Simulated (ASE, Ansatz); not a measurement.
**Forces and charges in the unslipped end of a generalised stacking fault on (110) of a KCl-RbCl solid solution (80 atoms)**

Aim: energy, forces, charges and density of states of the unslipped end of a generalised stacking fault on (110) of a KCl-RbCl solid solution (80 atoms) at a fixed geometry.

Program: Ansatz 0.2.0. Level of theory: Kohn-Sham DFT, PBE, PAW (set soft_2), plane waves. Results are calculated unless marked as measured.

### 1. Set-up

The cell holds 80 atoms: 13 Rb, 40 Cl and 27 K. Its edges and angles: a = 7.339 Å, b = 10.379 Å, c = 26.049 Å, α = 90.0°, β = 90.0°, γ = 90.0°. It derives from KCl and RbCl. CsCl-type KCl lattice (a = 3.6697 Å, the value set for the mixture), cell with z along [110], 2 x 2 x 5 periods; the third cell vector is tilted by 0.000 of [001] and lengthened by 0.1 Å, so the stacking has no slip; displaced by a Gaussian of 0.01 Å; 13 of 40 K sites given to Rb at random (lattice constant by Vegard's rule between KCl and RbCl).

Before any run, some limits are plain. The host structure and its lattice constant were typed by rule, without a check against the phase diagram.

### 2. Plane-wave single point

The electrons are solved once, with the atoms held.

input.yaml reads:

```yaml
crystal:
  lattice:
    - [7.3394, 0.0, 0.0]
    - [0.0, 10.37948, 0.0]
    - [0.0, 0.0, 26.0487]
  atoms:
    - { symbol: Rb, position: [0.99915, 0.00092, 0.99566] }
    - { symbol: Cl, position: [0.24938, 0.00062, 0.09925] }
    - { symbol: K, position: [0.50061, 0.99894, 0.99608] }
    - { symbol: Cl, position: [0.75145, 0.9991, 0.09992] }
    - { symbol: K, position: [0.99762, 0.49869, 0.99572] }
    - { symbol: Cl, position: [0.25147, 0.49817, 0.09923] }
    - { symbol: K, position: [0.49741, 0.49943, 0.99551] }
    - { symbol: Cl, position: [0.75297, 0.49891, 0.09929] }
    - { symbol: K, position: [0.00138, 0.25071, 0.09866] }
    - { symbol: Cl, position: [0.25122, 0.24935, 0.19882] }
    - { symbol: Rb, position: [0.49999, 0.24975, 0.0991] }
    - { symbol: Cl, position: [0.75151, 0.24953, 0.19853] }
    - { symbol: K, position: [0.00202, 0.99888, 0.19899] }
    - { symbol: Cl, position: [0.25064, 0.00132, 0.29812] }
    - { symbol: Rb, position: [0.49984, 0.00078, 0.19902] }
    - { symbol: Cl, position: [0.75044, 0.99887, 0.29884] }
    - { symbol: K, position: [0.99869, 0.74814, 0.09963] }
    - { symbol: Cl, position: [0.24899, 0.75033, 0.19914] }
    - { symbol: K, position: [0.50137, 0.75142, 0.09866] }
    - { symbol: Cl, position: [0.75117, 0.74958, 0.1989] }
    - { symbol: K, position: [0.99982, 0.50196, 0.19937] }
    - { symbol: Cl, position: [0.24977, 0.49997, 0.29846] }
    - { symbol: K, position: [0.49993, 0.50155, 0.19845] }
    - { symbol: Cl, position: [0.75085, 0.49973, 0.29901] }
    - { symbol: K, position: [0.99841, 0.24855, 0.29879] }
    - { symbol: Cl, position: [0.24944, 0.25023, 0.39814] }
    - { symbol: K, position: [0.50128, 0.24952, 0.29866] }
    - { symbol: Cl, position: [0.74755, 0.25172, 0.39778] }
    - { symbol: Rb, position: [0.99731, 0.99859, 0.39799] }
    - { symbol: Cl, position: [0.24979, 0.00269, 0.49788] }
    - { symbol: Rb, position: [0.49694, 0.00218, 0.39826] }
    - { symbol: Cl, position: [0.75039, 0.99894, 0.49801] }
    - { symbol: K, position: [0.99982, 0.74991, 0.29759] }
    - { symbol: Cl, position: [0.24821, 0.75149, 0.3978] }
    - { symbol: Rb, position: [0.50002, 0.75012, 0.2985] }
    - { symbol: Cl, position: [0.75033, 0.7496, 0.39834] }
    - { symbol: K, position: [0.00052, 0.50076, 0.39757] }
    - { symbol: Cl, position: [0.24736, 0.49905, 0.49769] }
    - { symbol: K, position: [0.50081, 0.49924, 0.39807] }
    - { symbol: Cl, position: [0.74914, 0.50026, 0.49752] }
    - { symbol: Rb, position: [0.00035, 0.24981, 0.49807] }
    - { symbol: Cl, position: [0.24872, 0.24918, 0.5978] }
    - { symbol: K, position: [0.50069, 0.25017, 0.49754] }
    - { symbol: Cl, position: [0.7511, 0.24835, 0.59776] }
    - { symbol: K, position: [0.00075, 0.99892, 0.59714] }
    - { symbol: Cl, position: [0.25166, 0.99979, 0.6969] }
    - { symbol: K, position: [0.50349, 0.99889, 0.59774] }
    - { symbol: Cl, position: [0.74826, 0.00089, 0.6967] }
    - { symbol: K, position: [0.00175, 0.75044, 0.49765] }
    - { symbol: Cl, position: [0.24961, 0.74896, 0.59783] }
    - { symbol: K, position: [0.50266, 0.75048, 0.49779] }
    - { symbol: Cl, position: [0.7494, 0.74877, 0.59786] }
    - { symbol: K, position: [0.99969, 0.49884, 0.59711] }
    - { symbol: Cl, position: [0.24962, 0.4991, 0.69631] }
    - { symbol: Rb, position: [0.5001, 0.49942, 0.59705] }
    - { symbol: Cl, position: [0.74918, 0.50057, 0.69699] }
    - { symbol: Rb, position: [0.00064, 0.25001, 0.69702] }
    - { symbol: Cl, position: [0.24815, 0.24898, 0.79682] }
    - { symbol: K, position: [0.49983, 0.24964, 0.69698] }
    - { symbol: Cl, position: [0.75133, 0.25107, 0.79683] }
    - { symbol: K, position: [0.00114, 0.00029, 0.79629] }
    - { symbol: Cl, position: [0.24929, 0.9996, 0.89657] }
    - { symbol: K, position: [0.5012, 0.00109, 0.79594] }
    - { symbol: Cl, position: [0.75076, 0.00119, 0.896] }
    - { symbol: Rb, position: [0.99805, 0.74889, 0.69675] }
    - { symbol: Cl, position: [0.24679, 0.74988, 0.79577] }
    - { symbol: K, position: [0.50222, 0.74961, 0.69764] }
    - { symbol: Cl, position: [0.7504, 0.74917, 0.79655] }
    - { symbol: Rb, position: [0.99906, 0.50013, 0.79658] }
    - { symbol: Cl, position: [0.25168, 0.50137, 0.89549] }
    - { symbol: Rb, position: [0.50154, 0.50019, 0.79643] }
    - { symbol: Cl, position: [0.7521, 0.49923, 0.89666] }
    - { symbol: K, position: [0.99832, 0.24854, 0.89646] }
    - { symbol: Cl, position: [0.25095, 0.24951, 0.99587] }
    - { symbol: K, position: [0.50105, 0.24925, 0.89615] }
    - { symbol: Cl, position: [0.74917, 0.2492, 0.99604] }
    - { symbol: K, position: [0.00091, 0.74971, 0.89558] }
    - { symbol: Cl, position: [0.249, 0.74949, 0.99572] }
    - { symbol: Rb, position: [0.50161, 0.75033, 0.89632] }
    - { symbol: Cl, position: [0.7523, 0.75161, 0.99571] }
kpoints:
  mp_grid: { grid: [2, 1, 1] }
hamiltonian:
  xc: pbe
scf:
  occupations: { method: gaussian, width: 0.025 }
output:
  forces: true
  stress: true
  populations: true
  dos:
    method: { smearing: { sigma: 0.15 } }
    de: 0.1
    projected: { site_lists: { Cl: [Cl], K: [K], Rb: [Rb] } }
  eigenvalues: true
  write_density: true
  write_potential: true
  volumetric_format: npy
```

Run with:

```bash
$ ansatz run input.yaml --threads 8 --pin off --max-ram 15872MiB --backend cpu --events-out ev --progress --plain --runs-dir out
```

Numbers of over 12 decimals in the logs are rounded to 6 here.

What it wrote:

```text
Engine: ansatz 0.2.0, aarch64-unknown-linux-gnu
Pseudopotentials: kind: paw
Pseudopotential: Rb, paw, valence charge 9, recommended cutoff 420 eV (normal), Rb.paw.azcp
Pseudopotential: Cl, paw, valence charge 7, recommended cutoff 420 eV (normal), Cl.paw.azcp
Pseudopotential: K, paw, valence charge 9, recommended cutoff 420 eV (normal), K.paw.azcp
[... 5 lines on functional and potentials left out ...]
Crystal: 80 atoms, lattice volume = 1984.368 Å³
Basis set: ecut = 420 eV, 38785 PW (Γ), exchange–correlation on 100×144×360 points (8 copies of the dense FFT grid, shifted against one another)
Bands: 400, of which v1, the nominal top of the filled ones, is band 320 counted from 1 (319 counted from 0)
Symmetry: 1 space group operations
Space group: P1 (ITA 1), of the structure as read, at distance tolerance 1.3e-4 Å
k-points: 2
[... 7 lines on functional and potentials left out ...]
Initial density: superposition of atomic densities (neutral atoms: chi_scale 0, normalization atom), corrected by the library's trained network
Initial wavefunctions: pseudopotential atomic-orbital guess
Functional: x = pbe(κ = 0.804, μ = 0.219515), c = pbe(β = 0.066725)
SCF iter   1: F=—  HF=-127321.794538 eV  |F-HF|=—  |Δ(HF+E_count)|=         —  Δρ=4.31e-4  dr2=6.12e-3  ethr=1.77e-3  ⟨swp⟩=12.5  Hψ=4739  notcnv=0  defer=29
preconditioner: auto → Resta (q_TF=auto, 2.259 Å⁻¹)  ε∞=2.9  [insulator: Δε(μ)=5.552 eV  Ē_g=14.338 eV  σ=0.025 eV  W_gap=1.00  n_scr=404 (ndim 8)  ℏωp=19.7 eV  f_vac=0.000  D(μ)=0.00/eV (n_scr^D=0)  ε∞_Penn≈2.9]
SCF iter   2: F=—  HF=-127321.773510 eV  |F-HF|=—  |Δ(HF+E_count)|=   2.10e-2  Δρ=1.92e-4  dr2=1.28e-3  ethr=9.56e-7  ⟨swp⟩=3.0  Hψ=1847  notcnv=0  defer=71
SCF iter   3: F=—  HF=-127321.773166 eV  |F-HF|=—  |Δ(HF+E_count)|=   3.45e-4  Δρ=7.53e-5  dr2=1.25e-4  ethr=1.99e-7  ⟨swp⟩=2.0  Hψ=1276  notcnv=0  defer=71
SCF iter   4: F=—  HF=-127321.773227 eV  |F-HF|=—  |Δ(HF+E_count)|=   6.18e-5  Δρ=2.72e-5  dr2=1.99e-5  ethr=1.95e-8  ⟨swp⟩=3.0  Hψ=1313  notcnv=0  defer=71
SCF iter   5: F=—  HF=-127321.771581 eV  |F-HF|=—  |Δ(HF+E_count)|=   1.65e-3  Δρ=4.81e-6  dr2=4.36e-7  ethr=3.10e-9  ⟨swp⟩=2.0  Hψ=1236  notcnv=0  defer=71
SCF iter   6: F=-127321.771582 eV  HF=-127321.771582 eV  |F-HF|=2.07e-9  |Δ(HF+E_count)|=   3.21e-7  Δρ=1.01e-6  dr2=2.61e-8  ethr=1.56e-11  ⟨swp⟩=18.5  Hψ=6874  notcnv=0
SCF 1 converged in 6 iterations: F = -127321.771582 eV  dr2 = 2.61e-8
  greatest PAW one-centre occupation: 0.987 electrons in one spin orbital (limit 2), on the K atom at site 36 (counted from 0), in its partial waves of l = 0
SCF converged after 6 iterations
Free energy (F): -127321.771582 eV
Harris-Foulkes:  -127321.771582 eV  (|F-HF|=2.07e-9)
Internal energy: -127321.771582 eV  (E = F + TS)
E sigma→0 (E₀):  -127321.771582 eV
Fermi energy:    6.466497 eV
--- Per-component energies (eV) ---
  E_band       = -3492.360423
  E_kinetic    = 15933.409524
  E_local      = -27095.610764  (includes V_loc(G=0)·N_el)
  E_nonlocal   = 3738.344545
  E_hartree    = 8142.093597
  E_xc         = -9707.884214
  E_vxc        = -11214.030083  (∫ρ·V_xc dr)
  E_paw        = -81519.903771  (= ΣΔE_a)
  E_vpaw       = -1138.662615  (= ΣTr[D̂ρ^β])
  E_aug_tail   = 0.003467  (compensation charges beyond the density's cutoff)
  E_ewald      = -36812.223965
  E_smearing   = -0.000000  (= −TS)
  E_closure    = -0.000000  (closes the sum)
  Σ components = -127321.771582   (vs F -127321.771582, Δ=0.00e0)
--- Forces (eV/Å), atoms counted from 1 ---
  atom   1  Rb     0.03187120    -0.03245958     0.18349387
  atom   2  Cl    -0.09345710    -0.16687623    -0.14289175
  atom   3  K     -0.01744762     0.01768828     0.08511307
  atom   4  Cl     0.09576859    -0.11444125    -0.16688594
  atom   5  K      0.03475430     0.02679567     0.08294962
  atom   6  Cl    -0.09217788     0.19998413    -0.10295094
  atom   7  K      0.02492860     0.01532753     0.09909631
  atom   8  Cl     0.04050197     0.16128501    -0.11963438
  atom   9  K     -0.01073267    -0.01785060    -0.02850115
  atom  10  Cl    -0.20018565     0.17228506     0.13333006
  atom  11  Rb     0.03333174    -0.00435470    -0.13668418
  atom  12  Cl     0.17504147     0.14899793     0.14906044
  atom  13  K     -0.02652345     0.04573315    -0.01919591
  atom  14  Cl    -0.20023803     0.09180375    -0.08335264
[...]
atom  79  Rb    -0.02509725     0.02133662    -0.01127589
  atom  80  Cl    -0.05289621    -0.18172066     0.22980433
  max |Σ_I F_I| component: 1.99e-5 eV/Å
--- Stress (GPa, compression-positive) ---
        4.949283       0.007965      -0.005357
        0.007965       4.870419      -0.000295
       -0.005357      -0.000295       4.714739
  P = ⅓ Tr σ = 4.8448 GPa (48.448 kbar)
--- Band table (eV) ---
  k-point 0: bands = ["-24.2167", "-24.2031", "-24.1858", "-24.1704", [... 384 levels ...], "12.0964", "12.1168", "12.1442", "12.1782", "12.2287", "12.2337", "12.2687", "12.2693", "12.2782", "12.2833", "12.2989", "12.3366"]
  k-point 1: bands = ["-24.2154", "-24.2006", "-24.1764", "-24.1697", [... 384 levels ...], "12.0920", "12.1506", "12.1574", "12.1693", "12.2359", "12.2474", "12.2550", "12.2665", "12.2777", "12.2790", "12.2833", "12.2846"]
--- Löwdin populations: 80 sites ---
  site symbol       q [e]
     0     Rb      8.1969
     1     Cl      7.6995
     2      K      8.2534
[...]
79     Cl      7.6989
  spilling = 0.004337 (of n_electrons = 640.000000)
```

Wall time 41 s (8 threads of Arm Neoverse V2, shared host); peak memory 6.8 GiB.

Reading the cycles: dr2 is the Hartree energy of the density residual (eV), the measure of convergence; HF is the Harris–Foulkes estimate of the energy, which meets the free energy F at convergence.

Read from the output:

```
free energy                                      : -127321.7716 eV
free energy per atom                             : -1591.5221 eV/atom
SCF cycles                                       : 6
pressure                                         : 4.845 GPa
r.m.s. force component                           : 0.1018 eV/Å
longest force                                    : 0.3584 eV/Å
Fermi energy                                     : 6.466 eV
gap (highest filled to lowest empty level) : 5.572 eV
spilling of the projection                       : 0.004337
```

Length of the force by element:

```csv
element,coordination,atoms,mean length of the force (eV/Å),spread,least,most
Cl,all,40,0.231,0.0642,0.123,0.358
K,all,27,0.0551,0.0282,0.0071,0.119
Rb,all,13,0.0684,0.0452,0.0237,0.189
```

Löwdin charges by element (they lack the spilled electrons, 0.035 e an atom on average):

```
element  coordination  atoms  mean charge (e)  spread   least    most
     Cl           all     40           -0.699  6.0e-4  -0.701  -0.698
      K           all     27            0.755  0.0062   0.742   0.764
     Rb           all     13            0.797  0.0051   0.787   0.804
```

States in the cell by windows of 1 eV, zero at the Fermi level; the larger projections on atomic orbitals stand beside the total:

```
from (eV)  to (eV)  total   Cl p  Cl s  Rb p    K p
      -18      -17    0.0    0.0   0.0   0.0    0.0
      -17      -16    0.3    0.0   0.2   0.0    0.0
      -16      -15   79.1    0.2  66.8   0.8    6.4
      -15      -14  114.5    0.9   4.3   0.2  109.1
      -14      -13   48.1    0.2   3.2   0.1   44.7
      -13      -12    0.0    0.0   0.0   0.0    0.0
      -12      -11   60.6    1.3   0.9  58.0    0.2
      -11      -10   17.4    0.2   0.2  16.8    0.0
      -10       -6    0.0    0.0   0.0   0.0    0.0
       -6       -5    0.6    0.5   0.0   0.0    0.0
       -5       -4   80.7   74.8   0.2   0.7    0.6
       -4       -3  136.7  131.9   0.3   1.0    0.6
       -3       -2   22.0   21.8   0.0   0.1    0.0
       -2        2    0.0    0.0   0.0   0.0    0.0
        2        3    1.0    0.0   0.2   0.0    0.0
        3        4   16.0    0.2   0.5   0.0    0.0
        4        5   62.3    1.5   1.6   0.1    0.1
```

The stored curve holds about 560 of the 640 electrons; the rest, give or take the few that broadening carries across the Fermi level, lie in deeper levels below its range.

The levels nearest the highest filled one (over half full), pooled over k-points and spins:

| level less the highest filled one (eV) | occupation |
| --- | --- |
| -0.077 | 2 |
| -0.0706 | 2 |
| -0.0689 | 2 |
| -0.0622 | 2 |
| -0.0484 | 2 |
| 0 | 2 |
| 5.57 | 0 |
| 6.06 | 0 |
| 6.12 | 0 |
| 6.21 | 0 |
| 6.24 | 0 |
| 6.25 | 0 |

(Continued in part 2 of 2.)

[Logs are printed without paths, hosts, clocks, repeated set-up lines and the standing remarks that a program may print on its own settings, such as how far it seeks lower states.]

[Hosts, paths, dates, database ids (printed as entryN), source tags and the programs' standing remarks are cut or masked in the printed files.]
